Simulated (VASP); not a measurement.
**Si: Born charges and dielectric tensor with PBE**

Si:

```
Si
1.0
     0.00000    2.73432    2.73432
     2.73432    0.00000    2.73432
     2.73432    2.73432    0.00000
Si
2
Direct
  0.50000 0.50000 0.50000
  0.75000 0.75000 0.75000
```

```yaml
Program: VASP 6.6.1
Task: Born charges and dielectric tensor
Functional: PBE
Potentials_or_basis: VASP PAW PBE potentials, release 64 (Si)
Cutoff: 600 eV
k_mesh: 14 × 14 × 14
Occupations: gaussian, width 0.02 eV
Spin: no spin polarisation
Further_INCAR_settings: ALGO = Normal; EDIFF = 1e-08; IBRION = 8; NSW = 1
```

```
Band gap on the k mesh                  : 0.61 eV, indirect (least direct gap 2.56 eV)
Electronic dielectric tensor (diagonal) : 13.03
Born charges (mean of the diagonal)     : Si +0.00 e
Highest phonon frequency at Γ           : 502 cm⁻¹
```

Levels at points of the mesh, in eV from the valence-band top:
| k point | band 2 | band 3 | band 4 | band 5 | band 6 | band 7 |
| --- | --- | --- | --- | --- | --- | --- |
| (0.00, 0.00, 0.00) | 0.00 | 0.00 | 0.00 | 2.56 | 2.56 | 2.56 |
| (0.50, 0.00, 0.00) | -6.87 | -1.18 | -1.18 | 1.47 | 3.35 | 3.35 |
| (0.50, 0.50, 0.00) | -7.75 | -2.79 | -2.79 | 0.75 | 0.75 | 9.94 |

Phonon frequencies in cm⁻¹ (negative: imaginary):
```
              q point        frequencies
(0.000, 0.000, 0.000)  0 0 0 502 502 502
```

Electronic dielectric tensor:
```
13.03  0.00  0.00
 0.00 13.03  0.00
 0.00  0.00 13.03
```

Born effective charge tensors (e):
atom 1, Si
```
0.00 0.00 0.00
0.00 0.00 0.00
0.00 0.00 0.00
```
atom 2, Si
```
0.00 0.00 0.00
0.00 0.00 0.00
0.00 0.00 0.00
```

Wall time 6.6 min on 1 thread of Intel(R) Xeon(R) Platinum 8488C (Sapphire Rapids) (shared host), peak memory 0.49 GiB.

Caveat: the gap is small at this level, which inflates the dielectric constant. As with any semilocal functional, this PBE gap is likely too small.
